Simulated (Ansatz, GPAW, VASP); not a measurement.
Rb: 4 runs at one level of theory

```xyz
1
Lattice="-2.8025 2.8025 2.8025 2.8025 -2.8025 2.8025 2.8025 2.8025 -2.8025" Properties=species:S:1:pos:R:3 pbc="T T T"
Rb    0.0000    0.0000    0.0000
```

Alike in all runs: task single point; functional PBE; k mesh 7 × 7 × 7; occupations gaussian, width 0.02 eV; no spin polarisation; no spin-orbit coupling. Pressure is positive in compression and, in plane waves, holds the error of the finite cutoff, which Ansatz's Pulay term estimates and takes out.

```csv
program and potentials,plane-wave cutoff (eV),notes,pressure (GPa)
"Ansatz, Ansatz PAW",420,9 valence electrons an atom on average,0.09
"GPAW, GPAW PAW data sets (gpaw-data 1.2.1)",600,9 valence electrons an atom on average,0.08
"Ansatz, all-electron LAPW, scalar-relativistic",-,-,0.09
"VASP, PBE PAW files Rb_pv, 500 eV",500,7 valence electrons an atom on average,0.10
```

The pressure spans 0.08 (GPAW, GPAW PAW data sets (gpaw-data 1.2.1)) to 0.10 GPa (VASP, PBE PAW files Rb_pv, 500 eV), with all-electron results at 0.09.

Differences between rows come from potentials, basis sets and numerical settings, since the functional is the same but for its coding. Runs on potential files found faulty are left out.
